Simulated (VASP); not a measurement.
# RbBr (Fm-3m) in VASP: further runs

One crystal, RbBr, is run at these levels: PBEsol; tasks: relaxation of the atoms.

Program: VASP 6.6.1. These are calculated values, not measurements. Logs are shortened: lines on timing, memory, paths and dates and some standing lists are left out, and cuts for length are marked.

## (1) The undisturbed crystal

The structure is cubic, space group Fm-3m (No. 225). The conventional cell has a = 6.854 Å, b = 6.854 Å, c = 6.854 Å, α = 90.00°, β = 90.00°, γ = 90.00°. Around Rb (site symmetry m-3m) lie 6 Br at 3.43 Å. Br (site symmetry m-3m) has 6 Rb at 3.43 Å as nearest neighbours.

## (2) Relaxation of the atoms, PBEsol (a relaxed cell with its volume scaled by 1.04)

File INCAR:

```
SYSTEM = RbBr
PREC     = Accurate       ! precision mode
ENCUT    = 600            ! plane-wave cutoff, eV
EDIFF    = 1E-7           ! SCF threshold, eV
ISMEAR   = 0              ! smearing method
SIGMA    = 0.03           ! smearing width, eV
LREAL    = .False.        ! projectors in reciprocal space
LASPH    = .True.         ! aspherical terms in the spheres
NELM     = 80             ! most SCF steps
ALGO     = Fast           ! electronic algorithm
ISIF     = 2              ! what is computed and relaxed
LWAVE    = .False.        ! write WAVECAR
LCHARG   = .False.        ! write CHGCAR
GGA      = PS             ! functional
IBRION   = 2              ! ionic algorithm
NSW      = 40             ! ionic steps
EDIFFG   = -0.01          ! ionic threshold
```

File KPOINTS:

```
Automatic mesh
0
Gamma
  8 8 8
  0 0 0
```

File POSCAR:

```
RbBr                                    
1.0
    0.0000000000      3.4711433320      3.4711433320
    3.4711433320      0.0000000000      3.4711433320
    3.4711433320      3.4711433320     -0.0000000000
  Rb              Br            
     1     1
Direct
     1.0000000000000000    0.0000000000000000    0.0000000000000000
     0.5000000000000000    0.5000000000000000    0.5000000000000000
```

Potentials or basis: VASP PAW PBE potentials, release 64 (Rb_sv, Br).

Started as:

```console
$ cat potpaw_PBE.64/Rb_sv/POTCAR potpaw_PBE.64/Br/POTCAR > POTCAR
$ mpirun -np 1 vasp_std > vasp.out
```

OUTCAR:

```text
SYSTEM = RbBr
   PREC = Accurate
   ENCUT = 600
   EDIFF = 1E-7
   ISMEAR = 0
   LREAL = .False.
   LASPH = .True.
   NELM = 80
   ISIF = 2
   GGA = PS
   IBRION = 2
   NSW = 40
   EDIFFG = -0.01

 ion  position               nearest neighbor table
   1  0.000  0.000  0.000-   2 3.47   2 3.47   2 3.47   2 3.47   2 3.47   2 3.47
   2  0.500  0.500  0.500-   1 3.47   1 3.47   1 3.47   1 3.47   1 3.47   1 3.47

  LATTYP: Found a face centered cubic cell.
 ALAT       =     6.9422866640

  Lattice vectors:

 A1 = (   0.0000000000,   3.4711433320,   3.4711433320)
 A2 = (   3.4711433320,   0.0000000000,   3.4711433320)
 A3 = (   3.4711433320,   3.4711433320,   0.0000000000)

Analysis of symmetry for initial positions (statically):
=====================================================================
 Subroutine PRICEL returns:
 Original cell was already a primitive cell.

 Routine SETGRP: Setting up the symmetry group for a
 face centered cubic supercell.

 Subroutine GETGRP returns: Found 48 space group operations
 (whereof 48 operations were pure point group operations)
 out of a pool of 48 trial point group operations.

The static configuration has the point symmetry O_h .

Analysis of symmetry for dynamics (positions and initial velocities):
=====================================================================
 Subroutine PRICEL returns:
 Original cell was already a primitive cell.

 Routine SETGRP: Setting up the symmetry group for a
 face centered cubic supercell.

 Subroutine GETGRP returns: Found 48 space group operations
 (whereof 48 operations were pure point group operations)
 out of a pool of 48 trial point group operations.

The dynamic configuration has the point symmetry O_h .

 Subroutine INISYM returns: Found 48 space group operations
 (whereof 48 operations are pure point group operations),
 and found     1 'primitive' translations

----------------------------------------------------------------------------------------

                                     Primitive cell

  volume of cell :      83.6465

  direct lattice vectors                    reciprocal lattice vectors
     0.000000000  3.471143332  3.471143332    -0.144044758  0.144044758  0.144044758
     3.471143332  0.000000000  3.471143332     0.144044758 -0.144044758  0.144044758
     3.471143332  3.471143332  0.000000000     0.144044758  0.144044758 -0.144044758

  length of vectors
     4.908937977  4.908937977  4.908937977     0.249492839  0.249492839  0.249492839

  position of ions in fractional coordinates (direct lattice)
     0.000000000  0.000000000  0.000000000
     0.500000000  0.500000000  0.500000000

  ion indices of the primitive-cell ions
   primitive index   ion index
                 1           1
                 2           2

----------------------------------------------------------------------------------------

 KPOINTS: Automatic mesh

Automatic generation of k-mesh.
 Grid dimensions read from file:
 generate k-points for:    8    8    8

 Generating k-lattice:

  Cartesian coordinates                     Fractional coordinates (reciprocal lattice)
    -0.018005595  0.018005595  0.018005595     0.125000000  0.000000000  0.000000000
     0.018005595 -0.018005595  0.018005595     0.000000000  0.125000000  0.000000000
     0.018005595  0.018005595 -0.018005595     0.000000000  0.000000000  0.125000000

  Length of vectors
     0.031186605  0.031186605  0.031186605

  Shift w.r.t. Gamma in fractional coordinates (k-lattice)
     0.000000000  0.000000000  0.000000000

 Subroutine IBZKPT returns following result:
 ===========================================

 Found     29 irreducible k-points:

 Following reciprocal coordinates:
            Coordinates               Weight
  0.000000  0.000000  0.000000      1.000000
  0.125000  0.000000  0.000000      8.000000
  0.250000  0.000000  0.000000      8.000000
  0.375000  0.000000  0.000000      8.000000
  0.500000  0.000000  0.000000      4.000000
  0.125000  0.125000  0.000000      6.000000
[... 16 lines left out ...]
  0.500000  0.250000  0.125000     48.000000
 -0.375000  0.250000  0.125000     24.000000
 [... further k-points ...]
   k-points           NKPTS =     29   k-points in BZ     NKDIM =     29   number of bands    NBANDS=     12
   number of dos      NEDOS =    301   number of ions     NIONS =      2
   total plane-waves  NPLWV =  64000
   dimension x,y,z NGX =    40 NGY =   40 NGZ =   40
   dimension x,y,z NGXF=    80 NGYF=   80 NGZF=   80
   ions per type =               1   1
   NGX,Y,Z   is equivalent  to a cutoff of  13.55, 13.55, 13.55 a.u.
   NGXF,Y,Z  is equivalent  to a cutoff of  27.09, 27.09, 27.09 a.u.
 SYSTEM =  RbBr
   PREC   = accura    normal or accurate (medium, high low for compatibility)
   ISTART =      0    job   : 0-new  1-cont  2-samecut
   ICHARG =      2    charge: 1-file 2-atom 10-const
   ISPIN  =      1    spin polarized calculation?
   LNONCOLLINEAR =      F non collinear calculations
   LSORBIT =      F    spin-orbit coupling
   LASPH  =      T    aspherical Exc in radial PAW
   ENCUT  =  600.0 eV  44.10 Ry    6.64 a.u.   9.80  9.80  9.80*2*pi/ulx,y,z
   NELM   =     80;   NELMIN=  2; NELMDL= -5     # of ELM steps
   EDIFF  = 0.1E-06   stopping-criterion for ELM
   LREAL  =      F    real-space projection
   EDIFFG = -.1E-01   stopping-criterion for IOM
   NSW    =     40    number of steps for IOM
   IBRION =      2    ionic relax: 0-MD 1-quasi-New 2-CG
   NFREE  =      1    steps in history (QN), initial steepest desc. (CG)
   ISIF   =      2    stress and relaxation
   ISYM   =      2    0-nonsym 1-usesym 2-fastsym
   POTIM  = 0.5000    time-step for ionic-motion
   TEBEG  =    0.0;   TEEND  =   0.0 temperature during run
   PSTRESS=    0.0 pullay stress
   NELECT =      16.0000    total number of electrons
   NUPDOWN=      -1.0000    fix difference up-down
   EMIN   =  10.00;   EMAX   =-10.00  energy-range for DOS
   EFERMI =   0.00;   METHOD = LEGACY
   ISMEAR =     0;   SIGMA  =   0.03  broadening in eV -4-tet -1-fermi 0-gaus
   EFERMI_NEDOS =   21; number of points for ismear=-14 and -15
   IALGO  =     68    algorithm
   IMIX   =      4    mixing-type and parameters
     AMIX     =   0.40;   BMIX     =  1.00
     AMIX_MAG =   1.60;   BMIX_MAG =  1.00
  volume/ion in A,a.u.               =      41.82       282.24
  Fermi-wavevector in a.u.,A,eV,Ry     =   0.943262  1.782506 12.105688  0.889743
  Thomas-Fermi vector in A             =   2.070952
   LORBIT       =      0    0 simple, 1 ext, 2 COOP (PROOUT), +10 PAW based schemes
   GGA     = PS    functional components
   LHFCALC =     F    Hartree Fock is set to
   AEXX    =    0.0000 exact exchange contribution
   IVDW    =     0    specifies the selected vdW correction
   LEPSILON=     F    determine dielectric tensor
   LRPA    =     F    only Hartree local field effects (RPA)
 conjugate gradient relaxation of ions
 non-spin polarized calculation
 RMM-DIIS sequential band-by-band and
 Gauss-broadening in eV      SIGMA  =   0.03
  energy-cutoff  :      600.00
  volume of cell :       83.65
 maximum number of plane-waves:      2826
   NGX = 19   NGY = 19   NGZ = 19

 number of electron      15.9999998 magnetization

 Free energy of the ion-electron system (eV)
  ---------------------------------------------------
  ext. energy  EPLUGINS =         0.00000000
  ---------------------------------------------------
  free energy    TOTEN  =        -6.35019412 eV

  energy without entropy =       -6.35019412  energy(sigma->0) =       -6.35019412

 E-fermi :  -1.7679     XC(G=0):  -7.2459

 val. band max:       -1.9836579482   @ k =   0.0000   0.0000   0.0000
 cond. band min:       2.1443996320   @ k =   0.0000   0.0000   0.0000
 fundamental gap:      4.1280575802
 Fermi energy:        -1.7679099157

 k-point     1 :       0.0000    0.0000    0.0000
  band No.  band energies     occupation
      1     -26.4211      2.00000
      2     -14.1395      2.00000
      3     -10.5048      2.00000
      4     -10.5048      2.00000
      5     -10.5048      2.00000
      6      -1.9837      2.00000
      7      -1.9837      2.00000
      8      -1.9837      2.00000
      9       2.1444      0.00000
     10       5.2109      0.00000
     11       5.2109      0.00000
     12       5.2110      0.00000

 k-point     2 :       0.1250    0.0000    0.0000
  band No.  band energies     occupation
      1     -26.4200      2.00000
      2     -14.1444      2.00000
      3     -10.5059      2.00000
      4     -10.5059      2.00000
      5     -10.4995      2.00000
      6      -2.1627      2.00000
      7      -2.0356      2.00000
      8      -2.0356      2.00000
      9       2.5117      0.00000
     10       5.1039      0.00000
     11       5.3913      0.00000
     12       5.3913      0.00000

 k-point     3 :       0.2500    0.0000    0.0000
  band No.  band energies     occupation
      1     -26.4172      2.00000
      2     -14.1562      2.00000
      3     -10.5085      2.00000
      4     -10.5085      2.00000
      5     -10.4869      2.00000
      6      -2.5240      2.00000
      7      -2.1556      2.00000
      8      -2.1556      2.00000
      9       3.3819      0.00000
     10       5.0370      0.00000
     11       5.9103      0.00000
     12       5.9103      0.00000
[... 286 lines left out ...]
 k-point    23 :       0.5000    0.2500    0.1250
  band No.  band energies     occupation
      1     -26.4130      2.00000
      2     -14.1445      2.00000
      3     -10.5652      2.00000
      4     -10.5366      2.00000
      5     -10.4941      2.00000
      6      -2.7027      2.00000
      7      -2.2985      2.00000
      8      -2.2311      2.00000
      9       4.5292      0.00000
     10       4.8290      0.00000
     11       6.7292      0.00000
     12       7.0315      0.00000

 k-point    24 :      -0.3750    0.2500    0.1250
  band No.  band energies     occupation
      1     -26.4121      2.00000
      2     -14.1435      2.00000
      3     -10.5655      2.00000
      4     -10.5538      2.00000
      5     -10.4911      2.00000
      6      -2.7221      2.00000
      7      -2.3230      2.00000
      8      -2.2963      2.00000
      9       4.7921      0.00000
     10       5.2474      0.00000
     11       6.6344      0.00000
     12       6.7985      0.00000

 [... further k-points ...]

------------------------ aborting loop because EDIFF is reached ----------------------------------------

  FORCE on cell =-STRESS in cart. coord.  units (eV):
  Direction    XX          YY          ZZ          XY          YZ          ZX
  --------------------------------------------------------------------------------------
  -------------------------------------------------------------------------------------
  Total       -0.2607275     -0.2607275     -0.2607275      0.0000000     -0.0000000     -0.0000000
  in kB       -4.9940140     -4.9940140     -4.9940140      0.0000000     -0.0000000     -0.0000000
  external PRESSURE =      -4.9940140 kB  Pullay stress =       0.0000000 kB

 VOLUME and BASIS-vectors are now :
 -----------------------------------------------------------------------------
  energy-cutoff  :      600.00
  volume of cell :       83.65
      direct lattice vectors                 reciprocal lattice vectors
     0.000000000  3.471143332  3.471143332    -0.144044758  0.144044758  0.144044758
     3.471143332  0.000000000  3.471143332     0.144044758 -0.144044758  0.144044758
     3.471143332  3.471143332  0.000000000     0.144044758  0.144044758 -0.144044758

 POSITION                                       TOTAL-FORCE (eV/Angst)
 -----------------------------------------------------------------------------------
      0.00000      0.00000      0.00000        -0.000000      0.000000     -0.000000
      3.47114      3.47114      3.47114         0.000000     -0.000000      0.000000
 -----------------------------------------------------------------------------------
    total drift:                                0.000000     -0.000000     -0.000000

  FREE ENERGIE OF THE ION-ELECTRON SYSTEM (eV)
  ---------------------------------------------------
  free  energy   TOTEN  =        -6.3501941226 eV

  energy  without entropy=       -6.3501941226  energy(sigma->0) =       -6.35019412

 reached required accuracy - stopping structural energy minimisation
```

Wall time 33 s (1 thread of AMD EPYC 9R45 (Zen 5), shared host); peak memory 0.22 GiB.

What came out:

```
Free energy             : -6.3502 eV
Pressure after relaxing : -0.5 GPa
Band gap on the k mesh  : 4.13 eV, direct
```

Final structure:
```cif
data_structure
_symmetry_space_group_name_H-M 'P 1'
_symmetry_Int_Tables_number 1
_cell_length_a 4.9089
_cell_length_b 4.9089
_cell_length_c 4.9089
_cell_angle_alpha 60.000
_cell_angle_beta 60.000
_cell_angle_gamma 60.000
_cell_volume 83.65
loop_
_atom_site_label
_atom_site_type_symbol
_atom_site_fract_x
_atom_site_fract_y
_atom_site_fract_z
_atom_site_occupancy
Rb1 Rb 0.00000 0.00000 0.00000 1
Br1 Br 0.50000 0.50000 0.50000 1
```

Caveat: the relaxation stopped at its first step, so nothing moved; the PAW data sets were made with another functional, which shifts forces and pressure a little. A k mesh can miss the band edges.

## (3) Relaxation of the atoms, PBEsol (a relaxed cell with its volume scaled by 1.06)

INCAR is that of step 2.

KPOINTS is that of step 2.

File POSCAR:

```
RbBr                                    
1.0
    0.0000000000      3.4932531213      3.4932531213
    3.4932531213      0.0000000000      3.4932531213
    3.4932531213      3.4932531213     -0.0000000000
  Rb              Br            
     1     1
Direct
     1.0000000000000000    0.0000000000000000    0.0000000000000000
     0.5000000000000000    0.5000000000000000    0.5000000000000000
```

Potentials or basis: VASP PAW PBE potentials, release 64 (Rb_sv, Br).

Started as:

```console
$ cat potpaw_PBE.64/Rb_sv/POTCAR potpaw_PBE.64/Br/POTCAR > POTCAR
$ mpirun -np 1 vasp_std > vasp.out
```

It took 32 s on 1 thread of AMD EPYC 9R45 (Zen 5), shared host; peak memory 0.22 GiB.

The run converged. Its results:

* Free energy: -6.3442 eV
* Pressure after relaxing: -0.7 GPa
* Band gap on the k mesh: 4.09 eV, direct

Final structure:
```xyz
2
Lattice="0.0000 3.4933 3.4933 3.4933 0.0000 3.4933 3.4933 3.4933 0.0000" Properties=species:S:1:pos:R:3 pbc="T T T"
Rb    0.0000    0.0000    0.0000
Br    3.4933    3.4933    3.4933
```

Levels at points of the mesh, in eV from the valence-band top:
| k point | band 5 | band 6 | band 7 | band 8 | band 9 | band 10 | band 11 | band 12 |
| --- | --- | --- | --- | --- | --- | --- | --- | --- |
| (0.00, 0.00, 0.00) | -8.56 | 0.00 | 0.00 | 0.00 | 4.09 | 7.19 | 7.19 | 7.19 |
| (0.50, 0.00, 0.00) | -8.53 | -0.92 | -0.31 | -0.31 | 6.53 | 7.42 | 9.27 | 9.27 |
| (0.50, 0.50, 0.00) | -8.62 | -0.47 | -0.16 | -0.16 | 5.56 | 6.81 | 8.77 | 9.04 |

Caveat: the relaxation stopped at its first step, so nothing moved; the PAW data sets were made with another functional, which shifts forces and pressure a little.
